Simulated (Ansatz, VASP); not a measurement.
CdSe: VASP beside Ansatz

```xyz
2
Lattice="0.0000 3.0250 3.0250 3.0250 0.0000 3.0250 3.0250 3.0250 0.0000" Properties=species:S:1:pos:R:3 pbc="T T T"
Cd    0.0000    0.0000    0.0000
Se    1.5125    1.5125    1.5125
```

Measurements of this composition are mostly on another form, of space group No. 186.

Alike in both runs: task relaxation of the atoms; functional PBEsol; k mesh 10 × 10 × 10; occupations gaussian, width 0.02 eV; no spin polarisation.

|  | VASP | Ansatz |
| --- | --- | --- |
| version | VASP 6.6.1 | Ansatz 0.2.0 |
| potentials or method | VASP PAW PBE potentials, release 64 (Cd, Se) | scalar-relativistic, plane waves, PAW |
| plane-wave cutoff (eV) | 520 | 420 |
| valence electrons in the cell | 18 | 36 |

```csv
,VASP,Ansatz,Ansatz less VASP
"gap on the k mesh at the Fermi level, each at its own relaxed structure (eV)",0.51,0.51,-0.003
```

The two sets of potentials don't hold the same shells in valence. Ansatz warned: «pseudo_functional_mismatch».

Caveats: the relaxation stopped at its first step, so nothing moved. A hybrid or GW would open this gap; PBEsol tends to underestimate it.
